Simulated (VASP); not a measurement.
# KI (Fm-3m) in VASP: notebook, part 2 of 2

VASP 6.6.1. Earlier steps stand in the parts before.

### Step 3. Single point, LDA

This run uses another cell than the first one, of 39.62 Å³/atom.

Input file INCAR:

```
PREC = Accurate
ENCUT = 500
EDIFF = 1E-6
ISMEAR = 0
SIGMA = 0.02
LREAL = F
LASPH = T
NELM = 120
ALGO = Normal
ISIF = 2
LWAVE = F
LCHARG = T
GGA = CA
LELF = T
LVHAR = T
NBANDS = 15
GGA_COMPAT = F
```

Input file KPOINTS:

```
regular mesh
0
Gamma
  6 6 6
```

Input file POSCAR:

```
KI
1.0
    0.0000000000      3.4091659304      3.4091659304
    3.4091659304      0.0000000000      3.4091659304
    3.4091659304      3.4091659304      0.0000000000
K I
1 1
Direct
    0.0000000000      0.0000000000      0.0000000000
    0.5000000000      0.5000000000      0.5000000000
```

Potentials or basis: VASP PAW LDA potentials, release 64 (K_sv, I).

The run is started by

```console
> cat potpaw_LDA.64/K_sv/POTCAR potpaw_LDA.64/I/POTCAR > POTCAR
> mpirun -np 1 vasp_std > vasp.out
```

It took 9.8 s on 1 thread of Intel Xeon Platinum 8559C (Emerald Rapids), shared host; peak memory 0.17 GiB.

Results (log left out):

```
Free energy            : -6.1661 eV
Pressure               : 0.0 GPa
Band gap on the k mesh : 3.88 eV
```

Levels at points of the mesh, in eV from the valence-band top:
| k point | band 4 | band 5 | band 6 | band 7 | band 8 | band 9 | band 10 | band 11 | band 12 | band 13 |
| --- | --- | --- | --- | --- | --- | --- | --- | --- | --- | --- |
| (0.00, 0.00, 0.00) | -11.72 | -10.75 | 0.00 | 0.00 | 0.00 | 3.88 | 6.21 | 6.21 | 6.21 | 7.05 |
| (0.50, 0.00, 0.00) | -11.73 | -10.25 | -1.66 | -0.46 | -0.46 | 5.36 | 7.72 | 8.18 | 8.18 | 8.63 |
| (0.50, 0.50, 0.00) | -11.75 | -10.55 | -1.21 | -0.44 | -0.44 | 4.49 | 5.73 | 8.04 | 8.86 | 9.05 |

Caveat: spin-orbit coupling is left out, which moves the levels of the heavy elements.

### Step 4. Single point, LDA

This run uses another cell than the first one, of 39.62 Å³/atom.

Edit INCAR of step 3 so:

```diff
@@ -12,3 +12,2 @@
 LCHARG = T
-GGA = CA
 LELF = T
```

KPOINTS is that of step 3.

POSCAR is that of step 3.

The run is started by

```console
> cat potpaw_LDA.64/K_sv/POTCAR potpaw_LDA.64/I/POTCAR > POTCAR
> mpirun -np 1 vasp_std > vasp.out
```

It took 9.4 s on 1 thread of Intel Xeon Platinum 8559C (Emerald Rapids), shared host; peak memory 0.17 GiB.

It converged, with:

* Free energy: -6.1661 eV
* Pressure: 0.0 GPa
* Band gap on the k mesh: 3.88 eV

Levels at points of the mesh, in eV from the valence-band top:
| k point | band 6 | band 7 | band 8 | band 9 | band 10 | band 11 |
| --- | --- | --- | --- | --- | --- | --- |
| (0.00, 0.00, 0.00) | 0.00 | 0.00 | 0.00 | 3.88 | 6.21 | 6.21 |
| (0.50, 0.00, 0.00) | -1.66 | -0.46 | -0.46 | 5.36 | 7.72 | 8.18 |
| (0.50, 0.50, 0.00) | -1.21 | -0.44 | -0.44 | 4.49 | 5.73 | 8.04 |

Caveat: spin-orbit coupling is left out, which moves the levels of the heavy elements.

### Step 5. Relaxation of cell and atoms, LDA

This run uses another cell than the first one, of 39.62 Å³/atom.

Input file INCAR:

```
PREC = Accurate ; ENCUT = 500
EDIFF = 1E-7 ; ISMEAR = 0
SIGMA = 0.02 ; LREAL = False
LASPH = True ; NELM = 120
ALGO = Normal ; ISIF = 3
LWAVE = False ; LCHARG = False
IBRION = 2 ; NSW = 100
EDIFFG = -0.002 ; GGA_COMPAT = False
NELMIN = 4
```

KPOINTS is that of step 4.

POSCAR is that of step 4.

The run is started by

```console
> cat potpaw_LDA.64/K_sv/POTCAR potpaw_LDA.64/I/POTCAR > POTCAR
> mpirun -np 1 vasp_std > vasp.out
```

Run time: 16 s. Hardware: 1 thread of Intel Xeon Platinum 8559C (Emerald Rapids), shared host; peak memory 0.18 GiB.

It converged, with:

```
Free energy                           : -6.1661 eV
Relaxed volume                        : 39.75 Å³/atom
Relaxed cell                          : a = 4.826 Å, b = 4.826 Å, c = 4.826 Å, α = 60.00°, β = 60.00°, γ = 60.00°
Space group after relaxing (to 0.1 Å) : Fm-3m (No. 225)
Energy gained by relaxing             : 0.0 meV/atom
Ionic steps                           : 3
Pressure after relaxing               : 0.0 GPa
Band gap on the k mesh                : 3.87 eV
```

Final structure:
```
CELL_PARAMETERS angstrom
0.00000 3.41275 3.41275
3.41275 0.00000 3.41275
3.41275 3.41275 0.00000
ATOMIC_POSITIONS crystal
K 0.00000 0.00000 0.00000
I 0.50000 0.50000 0.50000
```

Levels at points of the mesh, in eV from the valence-band top:
| k point | band 6 | band 7 | band 8 | band 9 | band 10 | band 11 |
| --- | --- | --- | --- | --- | --- | --- |
| (0.00, 0.00, 0.00) | 0.00 | 0.00 | 0.00 | 3.87 | 6.22 | 6.22 |
| (0.50, 0.00, 0.00) | -1.65 | -0.45 | -0.45 | 5.36 | 7.71 | 8.18 |
| (0.50, 0.50, 0.00) | -1.21 | -0.44 | -0.44 | 4.49 | 5.73 | 8.04 |

Caveat: spin-orbit coupling is left out, which moves the levels of the heavy elements.

### Step 6. Relaxation of cell and atoms, LDA

Input file INCAR:

```
SYSTEM = KI
PREC = Accurate
ENCUT = 500
EDIFF = 1E-7
ISMEAR = 0
SIGMA = 0.02
LREAL = .False.
LASPH = .True.
NELM = 120
ALGO = Normal
ISIF = 3
LWAVE = .False.
LCHARG = .False.
IBRION = 2
NSW = 100
EDIFFG = -0.002
GGA_COMPAT = .False.
NELMIN = 4
```

Input file KPOINTS:

```
regular mesh
0
Gamma
  6 6 6
  0 0 0
```

Input file POSCAR:

```
KI
1.0
    0.0000000000      3.5327750000      3.5327750000
    3.5327750000      0.0000000000      3.5327750000
    3.5327750000      3.5327750000      0.0000000000
K I
1 1
Direct
    0.0000000000      0.0000000000      0.0000000000
    0.5000000000      0.5000000000      0.5000000000
```

Potentials or basis: VASP PAW LDA potentials, release 64 (K_sv, I).

The run is started by

```console
> cat potpaw_LDA.64/K_sv/POTCAR potpaw_LDA.64/I/POTCAR > POTCAR
> mpirun -np 1 vasp_std > vasp.out
```

Run time: 24 s. Hardware: 1 thread of Intel Xeon Platinum 8559C (Emerald Rapids), shared host; peak memory 0.19 GiB.

It converged, with:

```
Free energy                           : -6.1669 eV
Relaxed volume                        : 39.75 Å³/atom
Relaxed cell                          : a = 4.826 Å, b = 4.826 Å, c = 4.826 Å, α = 60.00°, β = 60.00°, γ = 60.00°
Space group after relaxing (to 0.1 Å) : Fm-3m (No. 225)
Energy gained by relaxing             : 19.1 meV/atom
Ionic steps                           : 4
Pressure after relaxing               : 0.0 GPa
Band gap on the k mesh                : 3.87 eV
```

Step by step:
```
step  energy change (eV)  largest force (eV/Å)  pressure (GPa)  volume (Å³)
   1              0.0000                0.0000           -1.28        88.18
   2             -0.0281                0.0000           -0.73        83.77
   3             -0.0382                0.0000           -0.07        79.86
   4             -0.0383                0.0000            0.01        79.50
```

Final structure:
```
K I
1.0
     0.00000    3.41278    3.41278
     3.41278    0.00000    3.41278
     3.41278    3.41278    0.00000
K I
1 1
Direct
  0.00000 0.00000 0.00000
  0.50000 0.50000 0.50000
```

Levels at points of the mesh, in eV from the valence-band top:
```csv
k point,band 5,band 6,band 7,band 8,band 9,band 10,band 11,band 12
"(0.00, 0.00, 0.00)",-10.74,0.00,0.00,0.00,3.87,6.22,6.22,6.22
"(0.50, 0.00, 0.00)",-10.26,-1.65,-0.45,-0.45,5.36,7.71,8.18,8.18
"(0.50, 0.50, 0.00)",-10.55,-1.21,-0.44,-0.44,4.49,5.73,8.04,8.85
```

Caveat: spin-orbit coupling is left out, which moves the levels of the heavy elements. Zero-point motion and thermal expansion aren't in these numbers.

### Step 7. The runs side by side

| task | cell | k mesh | smearing | gap on the mesh (eV) | pressure (GPa) | relaxed volume (Å³/atom) |
| --- | --- | --- | --- | --- | --- | --- |
| single point | a = 4.996 Å, angles 60.0°, 2 atoms | 4 × 4 × 4 | gaussian 0.1 eV | 3.61 | -1.3 | - |
| single point | a = 4.821 Å, angles 60.0°, 2 atoms | 6 × 6 × 6 | gaussian 0.02 eV | 3.88 | 0.0 | - |
| relaxation of cell and atoms | relaxed from a = 4.821 Å, angles 60.0°, 2 atoms | 6 × 6 × 6 | gaussian 0.02 eV | 3.87 | 0.0 | 39.75 |
| relaxation of cell and atoms | relaxed from a = 4.996 Å, angles 60.0°, 2 atoms | 6 × 6 × 6 | gaussian 0.02 eV | 3.87 | 0.0 | 39.75 |

Alike in all rows: level LDA; potentials or basis VASP PAW LDA potentials, release 64 (K_sv, I); no spin polarisation; cutoff (eV) 500.

Caveats: spin-orbit coupling is left out, which moves the levels of the heavy elements.

Total energies depend on the potentials used, so only differences within one code and one set of settings carry meaning.

### Step 8. How close it comes

Step 3. A measured gap of KI is 6.32 eV (a printed reference work, monograph); the calculated 3.88 eV misses it by -2.44 eV. Spin-orbit coupling on I is left out. The value is that of LDA, without temperature or zero-point motion. Semilocal functionals fall short of measured gaps as a rule.

Step 4. Measured gap of KI: 6.32 eV (a printed reference work, monograph). This calculation gives 3.88 eV (-2.44 eV). Spin-orbit coupling on I is left out. The value is that of LDA, without temperature or zero-point motion. Semilocal functionals fall short of measured gaps as a rule.
